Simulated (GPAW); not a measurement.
**AlN: equation of state with PBE0**

AlN:

```
CELL_PARAMETERS angstrom
0.00000 2.18399 2.18399
2.18399 0.00000 2.18399
2.18399 2.18399 0.00000
ATOMIC_POSITIONS crystal
Al 0.00000 0.00000 0.00000
N 0.25000 0.25000 0.25000
```

Measurements of this composition are mostly on another form, of space group No. 186.

```yaml
Program: GPAW 26.7.0
Task: equation of state
Functional: PBE0
Potentials_or_basis: GPAW PAW data sets (gpaw-data 1.2.1)
Cutoff: 600 eV
Basis: pw
k_mesh: 3 × 3 × 3
Occupations: fermi-dirac, width 0.05 eV
Spin: no spin polarisation
Maxiter: 60
Eos_scales: "[0.94, 0.96, 0.98, 1.0, 1.02, 1.04, 1.06]"
```

```yaml
Equilibrium_volume: "10.51 Å³/atom (rough: see the caveat)"
Bulk_modulus: 228 GPa (rough)
```

Energy against volume, from the lowest point:
```tsv
volume (Å³/atom)	energy (meV/atom)
9.792	40.19
10.001	19.66
10.209	7.21
10.417	0.00
10.626	2.20
10.834	6.35
11.042	17.79
```

Wall time 13 min on 1 thread of Arm Neoverse V2 (shared host), peak memory 0.22 GiB.

Caveat: the k mesh is coarse (spacing up to 0.83 Å⁻¹), so the values aren't converged, least of all with exact exchange; the energies scatter about the fit; the fit is doubtful: noisy points or a state that changes with volume; exact exchange converges slowly with the k mesh, and this mesh is small; the PAW data sets were made with another functional, which shifts forces and pressure a little.
